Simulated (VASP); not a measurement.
Runs of VASP 6.6.1 on HfO2. The structure is orthorhombic, space group Pca2_1 (No. 29). Conventional cell: a = 5.219 Å, b = 5.005 Å, c = 5.033 Å, α = 90.00°, β = 90.00°, γ = 90.00°. Around Hf (site symmetry 1) lie 7 O at 2.02 to 2.23 Å. O (site symmetry 1) has 3 Hf at 2.02 to 2.13 Å as nearest neighbours. O (site symmetry 1) is surrounded by 4 Hf at 2.11 to 2.23 Å. Measurements of this composition are mostly on another form, of space group No. 14.

| task | level | cell | k mesh | cutoff (eV) | smearing | gap on the mesh (eV) | pressure (GPa) | relaxed volume (Å³/atom) | largest force (eV/Å) |
| --- | --- | --- | --- | --- | --- | --- | --- | --- | --- |
| relaxation of cell and atoms | PBEsol+rVV10 | relaxed | 5 × 6 × 5 | 600 | fermi-dirac 0.05 eV | 4.35 | 0.0 | (d) | 0.01 |
| relaxation of cell and atoms | PBEsol+D4 | relaxed | 5 × 6 × 5 | 600 | fermi-dirac 0.05 eV | 4.38 | 0.0 | (a) | - |
| relaxation of cell and atoms | RPBE+D3 | relaxed | 5 × 6 × 5 | 600 | fermi-dirac 0.05 eV | 4.44 | 0.0 | 11.24 | - |
| relaxation of cell and atoms | vdW-DF-cx | relaxed | 5 × 6 × 5 | 600 | fermi-dirac 0.05 eV | 4.39 | 0.0 | 10.94 | 0.01 |
| single point | PBE | as given | 5 × 6 × 5 | 520 | gaussian 0.013 eV | 4.44 | 6.3 | - | 0.07 |
| band structure | LAK | as given | 5 × 6 × 5 | 520 | fermi-dirac 0.05 eV | 5.15 | 6.0 | - | 0.12 |
| relaxation of cell and atoms | optB88-vdW | relaxed | 5 × 6 × 5 | 600 | fermi-dirac 0.05 eV | 4.38 | -0.1 | 11.16 | 0.01 |
| band structure | SCAN | as given | 4 × 5 × 4 | 520 | fermi-dirac 0.05 eV | 4.93 | -2.4 | - | 0.09 |
| single point | PBE | as given | 5 × 6 × 5 | 520 | gaussian 0.014 eV | 4.44 | 6.3 | - | 0.07 |
| band structure | rSCAN | as given | 4 × 5 × 4 | 520 | fermi-dirac 0.05 eV | 5.00 | (b) | - | 0.02 |
| band structure | r2SCAN | as given | 4 × 5 × 4 | 520 | fermi-dirac 0.05 eV | 5.01 | (c) | - | 0.01 |

Alike in all rows: potentials or basis VASP PAW PBE potentials, release 64 (Hf_pv, O); no spin polarisation.

Q: Fill in the values left out.

A: (a) 10.79; (b) -0.5; (c) 0.3; (d) 10.84.

Caveats: spin-orbit coupling is left out, which moves the levels of the heavy elements; the PAW data sets were made with another functional, which shifts forces and pressure a little (some runs); an odd mesh through Γ misses points on the zone boundary, where band edges often lie (some runs).

A k mesh can miss the band edges, and the runs leave out spin-orbit coupling on Hf.

Not every run made on this cell is shown here.
